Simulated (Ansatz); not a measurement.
## Al7N: start and end of a relaxation

This trial cell of Al7N was written down by chemical analogy (R3m, No. 160). Its size is a guess.

start.xyz

```xyz
8
Lattice="1.4500 0.8372 15.6000 -1.4500 0.8372 15.6000 0.0000 -1.6743 15.6000" Properties=species:S:1:pos:R:3 pbc="T T T"
Al    0.0000    0.0000   36.7708
Al    0.0000    0.0000    3.3415
Al    0.0000    0.0000   16.7123
Al    0.0000    0.0000   30.0877
Al    0.0000    0.0000   43.4585
Al    0.0000    0.0000   10.0292
Al    0.0000    0.0000   23.4000
N     0.0000    0.0000   14.9760
```

Method: Ansatz, DFT PBE, scalar-relativistic, plane waves, PAW. Cutoff 420 eV, Gaussian smearing, Γ-centred meshes. Cell and atoms relax first on a coarse mesh, the cell is then made exact in the group found at 0.06 to 0.08 Å, and last on a converged mesh; the steps can't lower the symmetry of their start. No spin polarisation.

end.xyz

```xyz
8
Lattice="1.4878 0.8590 16.2420 -1.4878 0.8590 16.2420 0.0000 -1.7179 16.2420" Properties=species:S:1:pos:R:3 pbc="T T T"
Al    0.0000    0.0000   38.3185
Al    0.0000    0.0000    3.5533
Al    0.0000    0.0000   17.5941
Al    0.0000    0.0000   31.2139
Al    0.0000    0.0000   45.0611
Al    0.0000    0.0000   10.3535
Al    0.0000    0.0000   24.3400
N     0.0000    0.0000   15.6986
```

The symmetry stays R3m (No. 160). The volume per atom grows by 9.6 %, from 14.2 to 15.6 Å³. The shortest distance goes from 1.74 Å (Al–N) to 1.87 Å (Al–N).

* Volume per atom: 15.57 Å³
* Density: 2.71 g/cm³
* Formation energy: −0.21 eV/atom
* Gap on the 12×12×12 mesh of the 8-atom cell: 0 eV (a metal)

Energies over the elements count from the elements' standard structures at the same level (N₂ as a molecule), with no fitted energy shifts. Whether it is stable depends on the other phases of the system, which aren't compared here.

The last run used Gaussian smearing of 0.10 eV. A later test with randomly moved atoms came back to the same energy, though modes that don't fit the test's cell weren't probed.
